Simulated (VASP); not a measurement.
Here is a VASP 6.6.1 calculation.

INCAR

```
SYSTEM = Ti
PREC     = Accurate       ! precision mode
ENCUT    = 600            ! plane-wave cutoff, eV
EDIFF    = 1E-7           ! SCF threshold, eV
ISMEAR   = 0              ! smearing method
SIGMA    = 0.1            ! smearing width, eV
LREAL    = .False.        ! projectors in reciprocal space
LASPH    = .True.         ! aspherical terms in the spheres
NELM     = 60             ! most SCF steps
ALGO     = Normal         ! electronic algorithm
ISIF     = 3              ! what is computed and relaxed
LWAVE    = .False.        ! write WAVECAR
LCHARG   = .False.        ! write CHGCAR
GGA      = PS             ! functional
IBRION   = 2              ! ionic algorithm
NSW      = 90             ! ionic steps
EDIFFG   = -0.005         ! ionic threshold
```

KPOINTS

```
Automatic mesh
0
Gamma
  6 6 4
  0 0 0
```

The input POSCAR:

```
Ti
1.0
    2.9357319200      0.0000000000      0.0000000000
   -1.4678659600      2.5424184200      0.0000000000
    0.0000000000      0.0000000000      4.6408561500
Ti
2
Direct
    0.3333333300      0.6666666700      0.2500000000
    0.6666666700      0.3333333300      0.7500000000
```

Potentials or basis: VASP PAW PBE potentials, release 64 (Ti_sv).

Launch:

```sh
$ cat potpaw_PBE.64/Ti_sv/POTCAR > POTCAR
$ mpirun -np 1 vasp_std > vasp.out
```

Estimate the band gap on the k mesh.

none (metal or under the smearing width).

What does it give for the space group after relaxing (to 0.05 Å)?

P6_3/mmc (No. 194).

What does it give for the relaxed volume?

16.67 Å³/atom.

Estimate the relaxed cell.

a = 2.885 Å, b = 2.885 Å, c = 4.624 Å, α = 90.00°, β = 90.00°, γ = 120.00°.

Step by step:
```tsv
step	energy change (eV)	largest force (eV/Å)	pressure (GPa)	volume (Å³)
1	0.0000	0.0000	-4.16	34.64
2	-0.0087	0.0000	3.35	32.43
3	-0.0178	0.0000	0.03	33.33
4	-0.0177	0.0000	0.12	33.30
5	-0.0181	0.0000	0.11	33.30
6	-0.0183	0.0000	0.09	33.30
7	-0.0184	0.0000	0.09	33.30
8	-0.0184	0.0000	0.10	33.30
9	-0.0184	0.0000	0.09	33.30
10	-0.0184	0.0000	0.09	33.30
11	-0.0184	0.0000	-0.11	33.36
12	-0.0184	0.0000	0.00	33.33
```

Caveat: the k mesh is coarse (spacing up to 0.41 Å⁻¹), so the values aren't converged; the PAW data sets were made with another functional, which shifts forces and pressure a little.
